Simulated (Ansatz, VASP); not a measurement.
## Two plane-wave programs on PbSe (Clausthalite)

```
Pb Se
1.0
     0.00000    3.05044    3.05044
     3.05044    0.00000    3.05044
     3.05044    3.05044    0.00000
Pb Se
1 1
Direct
  0.00000 0.00000 0.00000
  0.50000 0.50000 0.50000
```

Alike in both runs: functional PBEsol; k mesh 6 × 6 × 6; no spin polarisation.

Ansatz relaxed the structure, and its values are those at the end. VASP's run is a single point on that final structure, the one shown.

|  | VASP | Ansatz |
| --- | --- | --- |
| version | VASP 6.6.1 | Ansatz 0.2.0 |
| potentials or method | VASP PAW PBE potentials, release 64 (Pb_d, Se) | plane waves, PAW |
| plane-wave cutoff (eV) | 520 | 463 |
| occupations | gaussian, width 0.01 eV | fixed |
| valence electrons in the cell | 20 | 30 |

|  | VASP | Ansatz | Ansatz less VASP |
| --- | --- | --- | --- |
| pressure (GPa) | 0.0 | 0.0 | 0.00 |

The two sets of potentials don't hold the same shells in valence.

Caveats: the PAW data sets were made with another functional, which shifts forces and pressure a little (VASP).
